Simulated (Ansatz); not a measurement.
# Si16HO31: the cost of one run

Method: DFT, PBE, plane-wave PAW, default files, scalar-relativistic, in Ansatz 0.2.0.

1 further run of the same task is left out (it didn't finish).

### 1 The starting structure

The structure is triclinic, space group P1 (No. 1). The conventional cell has a = 9.820 Å, b = 9.820 Å, c = 9.821 Å, α = 119.35°, β = 119.35°, γ = 91.12°. Around Si (site symmetry 1) lie 3 O at 1.61 Å and 1 H at 1.61 Å. Si (site symmetry 1) has 4 O at 1.61 Å as nearest neighbours. Only part of the 48 independent sites is listed.

Coordinates:

```cif
data_structure
_symmetry_space_group_name_H-M 'P1'
_symmetry_Int_Tables_number 1
_cell_length_a 9.8205
_cell_length_b 9.8205
_cell_length_c 9.8211
_cell_angle_alpha 119.353
_cell_angle_beta 119.353
_cell_angle_gamma 91.121
_cell_volume 676.18
loop_
_atom_site_label
_atom_site_type_symbol
_atom_site_symmetry_multiplicity
_atom_site_Wyckoff_symbol
_atom_site_fract_x
_atom_site_fract_y
_atom_site_fract_z
_atom_site_occupancy
Si1 Si 1 a 0.34402 0.60043 0.69514 1
Si2 Si 1 a 0.84402 0.10043 0.69514 1
Si3 Si 1 a 0.77150 0.21642 0.99558 1
Si4 Si 1 a 0.27150 0.71642 0.99558 1
Si5 Si 1 a 0.22408 0.77916 0.49558 1
Si6 Si 1 a 0.72408 0.27916 0.49558 1
Si7 Si 1 a 0.40529 0.64888 0.30486 1
Si8 Si 1 a 0.90529 0.14888 0.30486 1
Si9 Si 1 a 0.85112 0.59471 0.19514 1
Si10 Si 1 a 0.35112 0.09471 0.19514 1
Si11 Si 1 a 0.78358 0.72850 0.50442 1
Si12 Si 1 a 0.28358 0.22850 0.50442 1
Si13 Si 1 a 0.39957 0.15598 0.80486 1
Si14 Si 1 a 0.89957 0.65598 0.80486 1
Si15 Si 1 a 0.22084 0.27592 0.00442 1
Si16 Si 1 a 0.72084 0.77592 0.00442 1
O1 O 1 a 0.40383 0.22379 0.68630 1
O2 O 1 a 0.90383 0.72379 0.68630 1
O3 O 1 a 0.27621 0.59617 0.81370 1
O4 O 1 a 0.77621 0.09617 0.81370 1
H1 H 1 a 0.53204 0.72829 0.83568 1
O5 O 1 a 0.03204 0.22829 0.83568 1
O6 O 1 a 0.72497 0.64583 0.06047 1
O7 O 1 a 0.22497 0.14583 0.06047 1
O8 O 1 a 0.39261 0.69636 0.16432 1
O9 O 1 a 0.89261 0.19636 0.16432 1
O10 O 1 a 0.58536 0.16450 0.93953 1
O11 O 1 a 0.08536 0.66450 0.93953 1
O12 O 1 a 0.59484 0.66450 0.43622 1
O13 O 1 a 0.09484 0.16450 0.43622 1
O14 O 1 a 0.22828 0.65862 0.56378 1
O15 O 1 a 0.72828 0.15862 0.56378 1
O16 O 1 a 0.28247 0.46251 0.18630 1
O17 O 1 a 0.78247 0.96251 0.18630 1
O18 O 1 a 0.80364 0.60739 0.33568 1
O19 O 1 a 0.30364 0.10739 0.33568 1
O20 O 1 a 0.35417 0.77503 0.43953 1
O21 O 1 a 0.85417 0.27503 0.43953 1
O22 O 1 a 0.03749 0.71753 0.31370 1
O23 O 1 a 0.53749 0.21753 0.31370 1
O24 O 1 a 0.34138 0.27172 0.93622 1
O25 O 1 a 0.84138 0.77172 0.93622 1
O26 O 1 a 0.33550 0.41464 0.56047 1
O27 O 1 a 0.83550 0.91464 0.56047 1
O28 O 1 a 0.83550 0.40516 0.06378 1
O29 O 1 a 0.33550 0.90516 0.06378 1
O30 O 1 a 0.27171 0.96796 0.66432 1
O31 O 1 a 0.77171 0.46796 0.66432 1
```

Atom 21 of the input is the impurity.

### 2 First run, atoms as given

Input file input.yaml:

```yaml
crystal:
  lattice:
    - [0.0, 7.01170388, 7.01260948]
    - [6.87585118, 0.0, 7.01260948]
    - [6.87585118, 7.01170388, 0.0]
  atoms:
    - { symbol: Si, position: [0.344020535, 0.351117645, 0.399573465] }
    - { symbol: Si, position: [0.844020535, 0.851117645, 0.899573465] }
    - { symbol: Si, position: [0.771499215, 0.224078655, 0.783584915] }
    - { symbol: Si, position: [0.271499215, 0.724078655, 0.283584915] }
    - { symbol: Si, position: [0.224078655, 0.271499215, 0.220837215] }
    - { symbol: Si, position: [0.724078655, 0.771499215, 0.720837215] }
    - { symbol: Si, position: [0.405288355, 0.899573465, 0.351117645] }
    - { symbol: Si, position: [0.905288355, 0.399573465, 0.851117645] }
    - { symbol: Si, position: [0.851117645, 0.344020535, 0.405288355] }
    - { symbol: Si, position: [0.351117645, 0.844020535, 0.905288355] }
    - { symbol: Si, position: [0.783584915, 0.720837215, 0.271499215] }
    - { symbol: Si, position: [0.283584915, 0.220837215, 0.771499215] }
    - { symbol: Si, position: [0.399573465, 0.405288355, 0.844020535] }
    - { symbol: Si, position: [0.899573465, 0.905288355, 0.344020535] }
    - { symbol: Si, position: [0.220837215, 0.783584915, 0.724078655] }
    - { symbol: Si, position: [0.720837215, 0.283584915, 0.224078655] }
    - { symbol: O, position: [0.40382816, 0.28247028, 0.77621052] }
    - { symbol: O, position: [0.90382816, 0.78247028, 0.27621052] }
    - { symbol: O, position: [0.27621052, 0.53749104, 0.40382816] }
    - { symbol: O, position: [0.77621052, 0.03749104, 0.90382816] }
    - { symbol: H, position: [0.532036855, 0.303640155, 0.271713125] }
    - { symbol: O, position: [0.032036855, 0.803640155, 0.771713125] }
    - { symbol: O, position: [0.724968175, 0.335498095, 0.354171065] }
    - { symbol: O, position: [0.224968175, 0.835498095, 0.854171065] }
    - { symbol: O, position: [0.392609865, 0.771713125, 0.303640155] }
    - { symbol: O, position: [0.892609865, 0.271713125, 0.803640155] }
    - { symbol: O, position: [0.585362665, 0.354171065, 0.835498095] }
    - { symbol: O, position: [0.085362665, 0.854171065, 0.335498095] }
    - { symbol: O, position: [0.594842115, 0.841377045, 0.335499455] }
    - { symbol: O, position: [0.094842115, 0.341377045, 0.835499455] }
    - { symbol: O, position: [0.228281385, 0.335499455, 0.341377045] }
    - { symbol: O, position: [0.728281385, 0.835499455, 0.841377045] }
    - { symbol: O, position: [0.28247028, 0.90382816, 0.53749104] }
    - { symbol: O, position: [0.78247028, 0.40382816, 0.03749104] }
    - { symbol: O, position: [0.803640155, 0.532036855, 0.392609865] }
    - { symbol: O, position: [0.303640155, 0.032036855, 0.892609865] }
    - { symbol: O, position: [0.354171065, 0.085362665, 0.224968175] }
    - { symbol: O, position: [0.854171065, 0.585362665, 0.724968175] }
    - { symbol: O, position: [0.03749104, 0.27621052, 0.28247028] }
    - { symbol: O, position: [0.53749104, 0.77621052, 0.78247028] }
    - { symbol: O, position: [0.341377045, 0.594842115, 0.728281385] }
    - { symbol: O, position: [0.841377045, 0.094842115, 0.228281385] }
    - { symbol: O, position: [0.335498095, 0.224968175, 0.585362665] }
    - { symbol: O, position: [0.835498095, 0.724968175, 0.085362665] }
    - { symbol: O, position: [0.835499455, 0.228281385, 0.594842115] }
    - { symbol: O, position: [0.335499455, 0.728281385, 0.094842115] }
    - { symbol: O, position: [0.271713125, 0.392609865, 0.032036855] }
    - { symbol: O, position: [0.771713125, 0.892609865, 0.532036855] }
total_charge: 1
kpoints:
  mp_grid: { grid: [3, 3, 3] }
scf:
  occupations: { method: fermi_dirac, width: 0.01 }
hamiltonian:
  xc: pbe
  pseudopotentials: { kind: paw }
output:
  forces: true
  stress: true
  populations: true
  efg:
    quadrupole_moments_barn: { O: -0.02558, H: 0.00285783 }
    contact_densities: true
  write_density: true
  write_potential: true
  elf: true
  volumetric_format: npy
```

Run with:

```sh
ansatz run input.yaml --threads 4 --pin off --max-ram 8192MiB --backend cpu --events-out ev --progress --plain --runs-dir out
```

What time and memory should one allow on 4 threads of Arm Neoverse V1, shared host?

About 2 min, with a peak of 3 GiB.
